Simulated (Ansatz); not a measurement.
The following input was run with Ansatz 0.2.0.

```yaml
crystal:
  lattice:
    - [3.3713973132, 0.0, 0.0]
    - [-1.6856986566, 2.9197157195, 0.0]
    - [0.0, 0.0, 16.516406275]
  atoms:
    - { symbol: B, position: [0.0, 0.0, 0.0] }
    - { symbol: As, position: [0.6666666667, 0.3333333333, 0.2083333333] }
    - { symbol: As, position: [0.3333333333, 0.6666666667, 0.0416666667] }
    - { symbol: B, position: [0.3333333333, 0.6666666667, 0.1666666667] }
    - { symbol: B, position: [0.6666666667, 0.3333333333, 0.3333333333] }
    - { symbol: As, position: [0.0, 0.0, 0.375] }
    - { symbol: As, position: [0.0, 0.0, 0.5] }
    - { symbol: B, position: [0.6666666667, 0.3333333333, 0.7083333333] }
    - { symbol: B, position: [0.3333333333, 0.6666666667, 0.5416666667] }
    - { symbol: As, position: [0.3333333333, 0.6666666667, 0.6666666667] }
    - { symbol: As, position: [0.6666666667, 0.3333333333, 0.8333333333] }
    - { symbol: B, position: [0.0, 0.0, 0.875] }
basis:
  ecutwfc: 420
kpoints:
  mp_grid: { grid: [12, 12, 2] }
hamiltonian:
  xc: pbesol
scf:
  occupations: { method: gaussian, width: 0.05 }
output:
  forces: true
  stress: true
  eigenvalues: true
  populations: true
  write_density: true
  write_potential: true
  elf: true
  volumetric_format: npy
relax:
  adjacent_minimum: "off"
  f_tol: 0.02
  max_steps: 45
  cell: { fix: [a, b, alpha, beta, gamma], stress_tol: 0.1 }
```

Run as
```bash
ansatz run input.yaml --threads 2 --pin off --max-ram 5120MiB --backend cpu --events-out ev --progress --plain --runs-dir out
```

Level of theory: DFT PBEsol, scalar-relativistic, plane waves, PAW in Ansatz 0.2.0.

Part of what the program printed, abridged (iterations and final results):

```
SCF iter   1: F=—  HF=-29792.461687 eV  |F-HF|=—  |Δ(HF+E_count)|=         —  Δρ=5.70e-3  dr2=1.26e0  ethr=1.77e-3  ⟨swp⟩=6.1  Hψ=9153  notcnv=0  defer=22
SCF iter   2: F=—  HF=-29792.358201 eV  |F-HF|=—  |Δ(HF+E_count)|=   1.03e-1  Δρ=5.00e-3  dr2=3.53e-1  ethr=1.17e-3  ⟨swp⟩=2.5  Hψ=3112  notcnv=0  defer=213
SCF iter   3: F=—  HF=-29792.333256 eV  |F-HF|=—  |Δ(HF+E_count)|=   2.49e-2  Δρ=2.60e-3  dr2=1.53e-2  ethr=3.26e-4  ⟨swp⟩=2.3  Hψ=2971  notcnv=0  defer=210
SCF iter   4: F=—  HF=-29792.331097 eV  |F-HF|=—  |Δ(HF+E_count)|=   2.16e-3  Δρ=8.32e-4  dr2=1.76e-2  ethr=1.41e-5  ⟨swp⟩=2.1  Hψ=3203  notcnv=0  defer=209
SCF iter   5: F=—  HF=-29792.330005 eV  |F-HF|=—  |Δ(HF+E_count)|=   1.09e-3  Δρ=2.64e-4  dr2=6.95e-4  ethr=1.41e-5  ⟨swp⟩=1.9  Hψ=2467  notcnv=0  defer=209
SCF iter   6: F=—  HF=-29792.329974 eV  |F-HF|=—  |Δ(HF+E_count)|=   3.11e-5  Δρ=1.33e-4  dr2=1.17e-4  ethr=6.43e-7  ⟨swp⟩=2.0  Hψ=3570  notcnv=0  defer=209
SCF iter   7: F=—  HF=-29792.329965 eV  |F-HF|=—  |Δ(HF+E_count)|=   9.28e-6  Δρ=7.92e-5  dr2=2.68e-4  ethr=1.08e-7  ⟨swp⟩=2.0  Hψ=3580  notcnv=0  defer=209
SCF iter   8: F=—  HF=-29792.329952 eV  |F-HF|=—  |Δ(HF+E_count)|=   1.33e-5  Δρ=3.59e-5  dr2=4.39e-5  ethr=1.08e-7  ⟨swp⟩=1.9  Hψ=2571  notcnv=0  defer=209
SCF iter   9: F=—  HF=-29792.329931 eV  |F-HF|=—  |Δ(HF+E_count)|=   2.06e-5  Δρ=1.62e-5  dr2=6.78e-6  ethr=4.06e-8  ⟨swp⟩=1.4  Hψ=2500  notcnv=0  defer=210
SCF iter  10: F=—  HF=-29792.329930 eV  |F-HF|=—  |Δ(HF+E_count)|=   8.27e-7  Δρ=6.72e-6  dr2=7.94e-7  ethr=6.28e-9  ⟨swp⟩=2.9  Hψ=4309  notcnv=0  defer=210
SCF iter  11: F=-29792.329930 eV  HF=-29792.329930 eV  |F-HF|=4.23e-8  |Δ(HF+E_count)|=   7.01e-8  Δρ=2.66e-6  dr2=5.68e-8  ethr=9.26e-11  ⟨swp⟩=13.3  Hψ=16580  notcnv=0
SCF 1 converged in 11 iterations: F = -29792.329930 eV  dr2 = 5.68e-8
relax step   1: F+E_penalty+E_count = -29792.32992994 eV  Δ(F+E_penalty+E_count) = +0.000e0 eV  max|allowed force component| = 6.866e0 eV/Å  Δτ_max = 0.0000 Å  P = +3.159 GPa  Ω = 162.580 Å³  fix = [a, b, alpha, beta, gamma]  reactions: a +0.392, b +0.392 GPa (11 SCF iters, dr2 threshold 1.00e-7 eV, accepted)
Crystal: 12 atoms, lattice volume = 161.468 Å³
Basis set: ecut = 420 eV, 3199 PW (Γ), exchange–correlation on 48×48×240 points (8 copies of the dense FFT grid, shifted against one another)
Initial density: handed on by an earlier stage of this run
Initial wavefunctions: those handed on with the density
SCF iter   1: F=—  HF=-29794.083691 eV  |F-HF|=—  |Δ(HF+E_count)|=         —  Δρ=2.53e-2  dr2=1.28e0  ethr=1.19e-3  ⟨swp⟩=2.1  Hψ=10680  notcnv=0
SCF iter   2: F=—  HF=-29793.909904 eV  |F-HF|=—  |Δ(HF+E_count)|=   1.74e-1  Δρ=1.46e-2  dr2=4.24e-1  ethr=1.19e-3  ⟨swp⟩=2.3  Hψ=3019  notcnv=0
SCF iter   3: F=—  HF=-29793.816412 eV  |F-HF|=—  |Δ(HF+E_count)|=   9.35e-2  Δρ=1.61e-3  dr2=5.98e-3  ethr=3.93e-4  ⟨swp⟩=3.1  Hψ=3795  notcnv=0  defer=17
SCF iter   4: F=—  HF=-29793.814693 eV  |F-HF|=—  |Δ(HF+E_count)|=   1.72e-3  Δρ=7.97e-4  dr2=1.01e-3  ethr=5.54e-6  ⟨swp⟩=2.0  Hψ=4948  notcnv=0  defer=29
SCF iter   5: F=—  HF=-29793.814396 eV  |F-HF|=—  |Δ(HF+E_count)|=   2.97e-4  Δρ=3.23e-4  dr2=1.44e-4  ethr=9.37e-7  ⟨swp⟩=2.0  Hψ=4356  notcnv=0  defer=29
SCF iter   6: F=—  HF=-29793.814430 eV  |F-HF|=—  |Δ(HF+E_count)|=   3.36e-5  Δρ=6.34e-5  dr2=7.82e-6  ethr=1.33e-7  ⟨swp⟩=2.1  Hψ=3025  notcnv=0  defer=29
SCF iter   7: F=—  HF=-29793.814432 eV  |F-HF|=—  |Δ(HF+E_count)|=   1.74e-6  Δρ=2.52e-5  dr2=2.73e-6  ethr=1.11e-9  ⟨swp⟩=14.3  Hψ=23074  notcnv=0
SCF iter   8: F=-29793.814431 eV  HF=-29793.814431 eV  |F-HF|=2.30e-7  |Δ(HF+E_count)|=   7.29e-7  Δρ=1.03e-5  dr2=5.02e-7  ethr=1.11e-9  ⟨swp⟩=9.3  Hψ=20186  notcnv=0
the search or the solves at the SCF's close seem to have found levels that the self-consistency loop had missed (the run counts 1). By its estimate they hold under 1e-12 electrons; where the run keeps them, the occupations were computed again with them
SCF 2 converged in 8 iterations: F = -29793.814431 eV  dr2 = 5.02e-7
relax step   2: F+E_penalty+E_count = -29793.81443084 eV  Δ(F+E_penalty+E_count) = -1.485e0 eV  max|allowed force component| = 7.481e-1 eV/Å  Δτ_max = 0.1950 Å  P = +1.911 GPa  Ω = 161.468 Å³  energy of the carried Pulay correction = +6.683e-4 eV  fix = [a, b, alpha, beta, gamma]  reactions: a +0.974, b +0.974 GPa (8 SCF iters, dr2 threshold 1.20e-6 eV, accepted)
Crystal: 12 atoms, lattice volume = 163.269 Å³
SCF iter   1: F=—  HF=-29793.888131 eV  |F-HF|=—  |Δ(HF+E_count)|=         —  Δρ=4.56e-3  dr2=5.63e-2  ethr=5.25e-5  ⟨swp⟩=2.2  Hψ=10667  notcnv=0
SCF iter   2: F=—  HF=-29793.879553 eV  |F-HF|=—  |Δ(HF+E_count)|=   8.58e-3  Δρ=2.37e-3  dr2=1.29e-2  ethr=5.22e-5  ⟨swp⟩=2.0  Hψ=2650  notcnv=0
SCF iter   3: F=—  HF=-29793.876766 eV  |F-HF|=—  |Δ(HF+E_count)|=   2.79e-3  Δρ=3.30e-4  dr2=2.18e-4  ethr=1.19e-5  ⟨swp⟩=2.1  Hψ=3427  notcnv=0
SCF iter   4: F=—  HF=-29793.876754 eV  |F-HF|=—  |Δ(HF+E_count)|=   1.23e-5  Δρ=9.47e-5  dr2=2.08e-5  ethr=2.02e-7  ⟨swp⟩=2.0  Hψ=3796  notcnv=0
SCF iter   5: F=—  HF=-29793.876734 eV  |F-HF|=—  |Δ(HF+E_count)|=   1.95e-5  Δρ=4.31e-5  dr2=2.79e-6  ethr=1.92e-8  ⟨swp⟩=2.0  Hψ=4174  notcnv=0
SCF iter   6: F=-29793.876735 eV  HF=-29793.876735 eV  |F-HF|=2.39e-8  |Δ(HF+E_count)|=   1.27e-6  Δρ=8.10e-6  dr2=1.11e-7  ethr=1.11e-9  ⟨swp⟩=11.6  Hψ=20257  notcnv=0
SCF 3 converged in 6 iterations: F = -29793.876735 eV  dr2 = 1.11e-7
  Residual-converged pass: ⟨swp⟩=1.1  Hψ=2662  notcnv=0  max |occ|·‖R‖ = 7.0e-9 eV (tolerance 1.0e-8 eV) dr2=1.11e-7  dr2_onsite=2.51e-8  max |Δocc| = 2.3e-13
relax step   3: F+E_penalty+E_count = -29793.87673535 eV  Δ(F+E_penalty+E_count) = -6.230e-2 eV  max|allowed force component| = 2.903e-1 eV/Å  Δτ_max = 0.0583 Å  P = +0.299 GPa  Ω = 163.269 Å³  energy of the carried Pulay correction = -4.121e-4 eV  fix = [a, b, alpha, beta, gamma]  reactions: a +0.306, b +0.306 GPa (6 SCF iters, dr2 threshold 1.20e-6 eV, accepted)
Crystal: 12 atoms, lattice volume = 163.454 Å³
SCF iter   1: F=—  HF=-29793.887434 eV  |F-HF|=—  |Δ(HF+E_count)|=         —  Δρ=1.88e-3  dr2=6.93e-3  ethr=6.18e-6  ⟨swp⟩=2.2  Hψ=8432  notcnv=0
SCF iter   2: F=—  HF=-29793.886335 eV  |F-HF|=—  |Δ(HF+E_count)|=   1.10e-3  Δρ=1.09e-3  dr2=2.48e-3  ethr=6.18e-6  ⟨swp⟩=2.0  Hψ=2601  notcnv=0
SCF iter   3: F=—  HF=-29793.885699 eV  |F-HF|=—  |Δ(HF+E_count)|=   6.36e-4  Δρ=1.07e-4  dr2=4.98e-5  ethr=2.30e-6  ⟨swp⟩=2.0  Hψ=3137  notcnv=0
SCF iter   4: F=—  HF=-29793.885664 eV  |F-HF|=—  |Δ(HF+E_count)|=   3.47e-5  Δρ=5.96e-5  dr2=2.04e-5  ethr=4.61e-8  ⟨swp⟩=2.0  Hψ=3797  notcnv=0
SCF iter   5: F=—  HF=-29793.885660 eV  |F-HF|=—  |Δ(HF+E_count)|=   4.23e-6  Δρ=2.89e-5  dr2=8.27e-6  ethr=1.89e-8  ⟨swp⟩=2.0  Hψ=3776  notcnv=0
SCF iter   6: F=-29793.885658 eV  HF=-29793.885659 eV  |F-HF|=9.96e-7  |Δ(HF+E_count)|=   1.30e-6  Δρ=1.11e-5  dr2=1.14e-6  ethr=1.11e-9  ⟨swp⟩=9.3  Hψ=17218  notcnv=0
the search or the solves at the SCF's close seem to have found levels that the self-consistency loop had missed (the run counts 1). By its estimate they hold under 1e-12 electrons; where the run keeps them, the occupations were computed again with them
SCF 4 converged in 6 iterations: F = -29793.885658 eV  dr2 = 1.14e-6
relax step   4: F+E_penalty+E_count = -29793.88565777 eV  Δ(F+E_penalty+E_count) = -8.922e-3 eV  max|allowed force component| = 1.421e-1 eV/Å  Δτ_max = 0.0165 Å  P = +0.260 GPa  Ω = 163.454 Å³  energy of the carried Pulay correction = -5.227e-4 eV  fix = [a, b, alpha, beta, gamma]  reactions: a +0.246, b +0.246 GPa (6 SCF iters, dr2 threshold 1.20e-6 eV, accepted)
Crystal: 12 atoms, lattice volume = 163.537 Å³
SCF iter   1: F=—  HF=-29793.888762 eV  |F-HF|=—  |Δ(HF+E_count)|=         —  Δρ=1.20e-3  dr2=2.11e-3  ethr=1.87e-6  ⟨swp⟩=2.0  Hψ=8632  notcnv=0
SCF iter   2: F=—  HF=-29793.888488 eV  |F-HF|=—  |Δ(HF+E_count)|=   2.74e-4  Δρ=7.16e-4  dr2=9.94e-4  ethr=1.87e-6  ⟨swp⟩=1.0  Hψ=2508  notcnv=0
SCF iter   3: F=—  HF=-29793.888265 eV  |F-HF|=—  |Δ(HF+E_count)|=   2.23e-4  Δρ=8.99e-5  dr2=2.63e-4  ethr=9.20e-7  ⟨swp⟩=2.0  Hψ=3024  notcnv=0
SCF iter   4: F=—  HF=-29793.888258 eV  |F-HF|=—  |Δ(HF+E_count)|=   7.39e-6  Δρ=5.20e-5  dr2=1.71e-4  ethr=2.44e-7  ⟨swp⟩=1.0  Hψ=2508  notcnv=0
SCF iter   5: F=—  HF=-29793.888242 eV  |F-HF|=—  |Δ(HF+E_count)|=   1.59e-5  Δρ=4.69e-5  dr2=6.02e-5  ethr=1.58e-7  ⟨swp⟩=1.1  Hψ=2513  notcnv=0
SCF iter   6: F=—  HF=-29793.888235 eV  |F-HF|=—  |Δ(HF+E_count)|=   6.26e-6  Δρ=3.06e-5  dr2=7.14e-6  ethr=5.57e-8  ⟨swp⟩=1.6  Hψ=2548  notcnv=0
SCF iter   7: F=-29793.888233 eV  HF=-29793.888235 eV  |F-HF|=1.35e-6  |Δ(HF+E_count)|=   7.08e-7  Δρ=1.32e-5  dr2=8.76e-7  ethr=1.11e-9  ⟨swp⟩=9.3  Hψ=18390  notcnv=0
SCF 5 converged in 7 iterations: F = -29793.888233 eV  dr2 = 8.76e-7
relax step   5: F+E_penalty+E_count = -29793.88823339 eV  Δ(F+E_penalty+E_count) = -2.576e-3 eV  max|allowed force component| = 1.604e-2 eV/Å  Δτ_max = 0.0125 Å  P = +0.220 GPa  Ω = 163.537 Å³  energy of the carried Pulay correction = -5.719e-4 eV  fix = [a, b, alpha, beta, gamma]  reactions: a +0.281, b +0.281 GPa (7 SCF iters, dr2 threshold 1.20e-6 eV, accepted)
Initial wavefunctions: pseudopotential atomic-orbital guess (no wavefunctions were taken with the density)
SCF iter   1: F=—  HF=-29793.888916 eV  |F-HF|=—  |Δ(HF+E_count)|=         —  Δρ=2.09e-5  dr2=9.28e-7  ethr=6.76e-8  ⟨swp⟩=3.5  Hψ=14970  notcnv=0
SCF iter   2: F=—  HF=-29793.888888 eV  |F-HF|=—  |Δ(HF+E_count)|=   2.73e-5  Δρ=1.19e-5  dr2=6.25e-7  ethr=8.59e-10  ⟨swp⟩=2.0  Hψ=4160  notcnv=0
SCF iter   3: F=—  HF=-29793.888888 eV  |F-HF|=—  |Δ(HF+E_count)|=   8.29e-8  Δρ=7.07e-6  dr2=4.29e-7  ethr=5.79e-10  ⟨swp⟩=1.0  Hψ=2508  notcnv=0
SCF iter   4: F=—  HF=-29793.888888 eV  |F-HF|=—  |Δ(HF+E_count)|=   1.41e-8  Δρ=2.76e-6  dr2=1.08e-7  ethr=3.97e-10  ⟨swp⟩=1.8  Hψ=2644  notcnv=0
SCF iter   5: F=—  HF=-29793.888888 eV  |F-HF|=—  |Δ(HF+E_count)|=   1.87e-9  Δρ=1.20e-6  dr2=3.30e-8  ethr=9.95e-11  ⟨swp⟩=1.3  Hψ=2518  notcnv=0
SCF iter   6: F=—  HF=-29793.888888 eV  |F-HF|=—  |Δ(HF+E_count)|=   2.41e-9  Δρ=8.89e-7  dr2=1.81e-8  ethr=3.05e-11  ⟨swp⟩=2.2  Hψ=3508  notcnv=0
SCF iter   7: F=—  HF=-29793.888888 eV  |F-HF|=—  |Δ(HF+E_count)|=   2.14e-9  Δρ=4.90e-7  dr2=2.07e-9  ethr=1.67e-11  ⟨swp⟩=1.8  Hψ=2873  notcnv=0
SCF iter   8: F=-29793.888888 eV  HF=-29793.888888 eV  |F-HF|=1.24e-10  |Δ(HF+E_count)|=  1.49e-10  Δρ=2.18e-7  dr2=2.38e-10  ethr=1.00e-12  ⟨swp⟩=5.0  Hψ=11713  notcnv=0
SCF 6 converged in 8 iterations: F = -29793.888888 eV  dr2 = 2.38e-10
Crystal: 12 atoms, lattice volume = 163.597 Å³
SCF iter   1: F=—  HF=-29793.888908 eV  |F-HF|=—  |Δ(HF+E_count)|=         —  Δρ=1.24e-4  dr2=2.98e-5  ethr=2.60e-8  ⟨swp⟩=2.0  Hψ=8859  notcnv=0
SCF iter   2: F=—  HF=-29793.888902 eV  |F-HF|=—  |Δ(HF+E_count)|=   6.75e-6  Δρ=7.13e-5  dr2=1.05e-5  ethr=2.60e-8  ⟨swp⟩=1.7  Hψ=2566  notcnv=0
SCF iter   3: F=—  HF=-29793.888899 eV  |F-HF|=—  |Δ(HF+E_count)|=   2.88e-6  Δρ=9.69e-6  dr2=2.65e-7  ethr=9.73e-9  ⟨swp⟩=2.0  Hψ=3296  notcnv=0
SCF iter   4: F=—  HF=-29793.888899 eV  |F-HF|=—  |Δ(HF+E_count)|=   2.85e-8  Δρ=4.37e-6  dr2=4.37e-8  ethr=2.83e-11  ⟨swp⟩=10.4  Hψ=16325  notcnv=0
SCF iter   5: F=-29793.888899 eV  HF=-29793.888899 eV  |F-HF|=3.04e-9  |Δ(HF+E_count)|=   1.10e-8  Δρ=2.07e-6  dr2=1.13e-8  ethr=2.83e-11  ⟨swp⟩=7.1  Hψ=12942  notcnv=0
SCF 7 converged in 5 iterations: F = -29793.888899 eV  dr2 = 1.13e-8
relax step   7: F+E_penalty+E_count = -29793.88889868 eV  Δ(F+E_penalty+E_count) = -1.039e-5 eV  max|allowed force component| = 2.251e-3 eV/Å  Δτ_max = 0.0013 Å  P = +0.177 GPa  Ω = 163.597 Å³  energy of the carried Pulay correction = -3.773e-5 eV  fix = [a, b, alpha, beta, gamma]  reactions: a +0.268, b +0.268 GPa (5 SCF iters, dr2 threshold 3.06e-8 eV, accepted)
SCF iter   1: F=—  HF=-29793.888960 eV  |F-HF|=—  |Δ(HF+E_count)|=         —  Δρ=2.21e-6  dr2=1.13e-8  ethr=7.23e-8  ⟨swp⟩=3.4  Hψ=14966  notcnv=0
SCF iter   2: F=—  HF=-29793.888929 eV  |F-HF|=—  |Δ(HF+E_count)|=   3.12e-5  Δρ=1.49e-6  dr2=7.17e-9  ethr=1.04e-11  ⟨swp⟩=2.8  Hψ=4835  notcnv=0
SCF iter   3: F=—  HF=-29793.888929 eV  |F-HF|=—  |Δ(HF+E_count)|=   1.47e-9  Δρ=5.54e-7  dr2=2.40e-9  ethr=6.63e-12  ⟨swp⟩=2.0  Hψ=3769  notcnv=0
SCF iter   4: F=—  HF=-29793.888929 eV  |F-HF|=—  |Δ(HF+E_count)|=  5.13e-10  Δρ=2.90e-7  dr2=1.15e-9  ethr=2.22e-12  ⟨swp⟩=3.0  Hψ=4578  notcnv=0
SCF iter   5: F=-29793.888929 eV  HF=-29793.888929 eV  |F-HF|=4.00e-10  |Δ(HF+E_count)|=  9.82e-11  Δρ=1.31e-7  dr2=4.28e-10  ethr=1.00e-12  ⟨swp⟩=4.6  Hψ=12502  notcnv=0
SCF 8 converged in 5 iterations: F = -29793.888929 eV  dr2 = 4.28e-10
SCF converged after 5 iterations
Free energy (F): -29793.888929 eV
Harris-Foulkes:  -29793.888929 eV  (|F-HF|=4.00e-10)
Internal energy: -29793.887103 eV  (E = F + TS)
E sigma→0 (E₀):  -29793.888016 eV
Entropy (-TS):   -0.001826 eV (-0.152 meV/atom)
Fermi energy:    11.450965 eV
--- Per-component energies (eV) ---
  E_band       = -1279.914766
  E_kinetic    = 911.297939
  E_local      = -10239.295767  (includes V_loc(G=0)·N_el)
  E_nonlocal   = -3933.050384
  E_hartree    = 5664.728490
  E_xc         = -664.362312
  E_vxc        = -705.164638  (∫ρ·V_xc dr)
  E_paw        = -11219.006783  (= ΣΔE_a)
  E_vpaw       = 1356.840939  (= ΣTr[D̂ρ^β])
  E_aug_tail   = 0.000038  (compensation charges beyond the density's cutoff)
  E_ewald      = -10320.085161
  E_core_change = 5.886838  (= ΣΔE_core)
  E_smearing   = -0.001826  (= −TS)
--- Forces (eV/Å), atoms counted from 1 ---
  atom   1  B      0.00000000     0.00000000    -0.00007757
  atom   2  As     0.00000000     0.00000000    -0.00210744
  atom   3  As     0.00000000     0.00000000     0.00013140
  atom   4  B      0.00000000     0.00000000     0.00225938
  atom   5  B      0.00000000     0.00000000    -0.00007867
  atom   6  As     0.00000000     0.00000000    -0.00008740
  atom   7  As     0.00000000     0.00000000     0.00008740
  atom   8  B      0.00000000     0.00000000    -0.00225938
  atom   9  B      0.00000000     0.00000000     0.00007867
  atom  10  As     0.00000000     0.00000000     0.00210744
  atom  11  As     0.00000000     0.00000000    -0.00013140
  atom  12  B      0.00000000     0.00000000     0.00007757
--- Stress (GPa, compression-positive) ---
        0.267850       0.000000       0.000000
        0.000000       0.267850       0.000000
        0.000000       0.000000      -0.004120
  P = ⅓ Tr σ = 0.1772 GPa (1.772 kbar)
--- Band table (eV; the first three rows and the last of 38) ---
  k-point 0: bands = ["-25.9011", "-25.8344", "-25.8344", "-25.8022", "-25.8022", "-25.8006", "-25.7608", "-25.7608", "-25.7580", "-25.7580", "-24.9663", "-24.9663", "-24.9403", "-24.9403", "-24.9403", "-24.9403", "-24.9101", "-24.9101", "-24.9101", "-24.9101", "-23.9987", "-23.9979", "-23.9757", "-23.9757", "-23.9755", "-23.9755", "-23.9499", "-23.9499", "-23.9496", "-23.9496", "-4.9921", "-4.2296", "-3.6247", "-2.8370", "-2.4510", "-1.3664", "2.2533", "4.2298", "4.3779", "8.0750", "8.1157", "8.6841", "8.6841", "9.0585", "9.0585", "9.8351", "9.8351", "10.0691", "10.0691", "10.6591", "10.6591", "11.3049", "11.8292", "11.8292", "12.9756", "13.0680", "13.8566", "13.9038", "13.9038", "14.0948", ...
  k-point 1: bands = ["-25.9011", "-25.8344", "-25.8344", "-25.8022", "-25.8022", "-25.8006", "-25.7608", "-25.7608", "-25.7580", "-25.7580", "-24.9663", "-24.9663", "-24.9403", "-24.9403", "-24.9403", "-24.9403", "-24.9101", "-24.9101", "-24.9101", "-24.9101", "-23.9987", "-23.9979", "-23.9757", "-23.9757", "-23.9755", "-23.9755", "-23.9499", "-23.9499", "-23.9496", "-23.9496", "-4.9903", "-4.2569", "-3.4538", "-3.1745", "-2.1131", "-1.5410", "2.7436", "3.0119", "5.9656", "6.2443", "8.6846", "8.6846", "9.0555", "9.0555", "9.8730", "9.9275", "9.9275", "9.9519", "9.9519", "10.3089", "10.7010", "10.7010", "11.8037", "11.8037", "12.9732", "13.2157", "13.9769", "13.9769", "14.0366", "14.0628", " ...
  k-point 2: bands = ["-25.9007", "-25.8347", "-25.8345", "-25.8024", "-25.8022", "-25.8001", "-25.7608", "-25.7600", "-25.7579", "-25.7571", "-24.9659", "-24.9659", "-24.9406", "-24.9406", "-24.9403", "-24.9403", "-24.9101", "-24.9101", "-24.9093", "-24.9093", "-23.9982", "-23.9974", "-23.9761", "-23.9758", "-23.9757", "-23.9754", "-23.9499", "-23.9496", "-23.9492", "-23.9488", "-4.8924", "-4.1279", "-3.5248", "-2.7386", "-2.3540", "-1.2757", "2.3392", "4.2982", "4.4411", "7.8605", "8.0792", "8.1112", "8.3580", "8.4333", "8.8258", "9.2040", "9.2830", "9.7166", "9.7365", "10.0225", "10.5061", "10.9835", "11.2141", "11.6704", "13.1311", "13.3838", "13.9258", "14.2158", "14.2205", "14.3009", " ...
  k-point 37: bands = ["-25.8940", "-25.8379", "-25.8379", "-25.8046", "-25.8046", "-25.7924", "-25.7544", "-25.7544", "-25.7504", "-25.7504", "-24.9587", "-24.9587", "-24.9430", "-24.9430", "-24.9427", "-24.9427", "-24.9049", "-24.9049", "-24.9024", "-24.9024", "-23.9908", "-23.9908", "-23.9793", "-23.9777", "-23.9777", "-23.9771", "-23.9450", "-23.9447", "-23.9426", "-23.9426", "-1.9840", "-0.7790", "-0.7790", "-0.2916", "0.1836", "0.1836", "2.3557", "2.3557", "2.8384", "3.0834", "3.0834", "4.2899", "4.5441", "4.5441", "5.1601", "5.3173", "5.7991", "5.7991", "6.7925", "7.2507", "7.2507", "8.2175", "8.2175", "8.8977", "11.7939", "13.4908", "13.4908", "14.4512", "14.4512", "15.0470", "16.742 ...
--- Relaxed structure (6 steps of the walk, 6 accepted, 2 SCFs on fresh bases) ---
  F+E_penalty+E_count = -29793.88892874 eV   max|allowed force component| = 2.259e-3 eV/Å   (the final SCF, on the basis selected at the relaxed cell)
  cell:  # Å, volume = 163.5971 Å³
    - [3.37139731, 0.0, 4.88854307e-127]
    - [-1.68569865, 2.91971571, -3.64599257e-129]
    - [2.39488722e-126, 1.36206393e-126, 16.61977200]
  atoms:
    - { symbol: B, position: [0.0, 0.0, -0.01074809] }
    - { symbol: As, position: [0.66666666, 0.33333333, 0.19771340] }
    - { symbol: As, position: [0.33333333, 0.66666666, 0.03254657] }
    - { symbol: B, position: [0.33333333, 0.66666666, 0.15707915] }
    - { symbol: B, position: [0.66666666, 0.33333333, 0.32325314] }
    - { symbol: As, position: [0.0, 0.0, 0.36248576] }
    - { symbol: As, position: [0.0, 0.0, 0.51251423] }
    - { symbol: B, position: [0.66666666, 0.33333333, 0.71792084] }
    - { symbol: B, position: [0.33333333, 0.66666666, 0.55174685] }
    - { symbol: As, position: [0.33333333, 0.66666666, 0.67728659] }
    - { symbol: As, position: [0.66666666, 0.33333333, 0.84245342] }
    - { symbol: B, position: [0.0, 0.0, 0.88574809] }
--- Löwdin populations: 12 sites ---
  site symbol q [e]
     0      B      3.4869
     1     As     14.3730
     2     As     14.3745
     3      B      3.5833
     4      B      3.5843
     5     As     14.4782
     6     As     14.4782
     7      B      3.5833
     8      B      3.5843
     9     As     14.3730
    10     As     14.3745
    11      B      3.4869
  spilling = 0.002220 (of n_electrons = 108.000000)
```

The relaxation met its thresholds.

It took 110 s on 2 threads of Arm Neoverse V1 (shared host), peak memory 0.68 GiB.